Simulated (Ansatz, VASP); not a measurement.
Hf: VASP beside Ansatz

File INCAR:

```
SYSTEM = Hf
PREC = Accurate ; ENCUT = 520
EDIFF = 1E-6 ; ISMEAR = -1
SIGMA = 0.1 ; LREAL = .False.
LASPH = .True. ; NELM = 80
ALGO = Normal ; ISIF = 2
LWAVE = .False. ; LCHARG = .True.
GGA = CA ; LELF = .True.
LVHAR = .True. ; NBANDS = 11
```

KPOINTS

```
Automatic mesh
0
Gamma
  14 14 14
  0 0 0
```

Contents of POSCAR:

```
Hf
1.0
    0.0000000000      2.2642361502      2.2642361502
    2.2642361502      0.0000000000      2.2642361502
    2.2642361502      2.2642361502      0.0000000000
Hf
1
Direct
    0.0000000000      0.0000000000      0.0000000000
```

Input for Ansatz:

```yaml
crystal:
  lattice:
    - [0.0, 2.2642361502, 2.2642361502]
    - [2.2642361502, 0.0, 2.2642361502]
    - [2.2642361502, 2.2642361502, 0.0]
  atoms:
    - { symbol: Hf, position: [0.0, 0.0, 0.0] }
hamiltonian:
  xc: lda
  pseudopotentials:
    kind: paw
    azcp:
      Hf: "pseudopotentials/Hf.paw.azcp"
basis:
  ecutwfc: 420
  fft_grid_basis: typed
kpoints:
  mp_grid: { grid: [14, 14, 14], shift: [0, 0, 0] }
magnetization:
  spin_polarized: false
scf:
  occupations: { method: fermi_dirac, width: 0.1 }
  lower_state_search: "off"
output:
  stress: true
  write_density: true
  write_potential: true
  elf: true
  volumetric_format: npy
```

Alike in both runs: task single point; functional LDA; k mesh 14 × 14 × 14; occupations fermi-dirac, width 0.1 eV; no spin polarisation.

|  | VASP | Ansatz |
| --- | --- | --- |
| version | VASP 6.6.1 | Ansatz 0.2.0 |
| potentials or method | VASP PAW LDA potentials, release 64 (Hf_pv) | plane waves (420 eV) with PAW, scalar-relativistic |
| plane-wave cutoff (eV) | 520 | 420 |
| valence electrons in the cell | 10 | 26 |

|  | VASP | Ansatz | Ansatz less VASP |
| --- | --- | --- | --- |
| pressure (GPa) | -10.6 | -10.6 | +0.05 |

The two sets of potentials don't hold the same shells in valence. Ansatz warned: «pseudo_functional_mismatch».

The runs have no spin-orbit coupling, so splittings on Hf are missing.
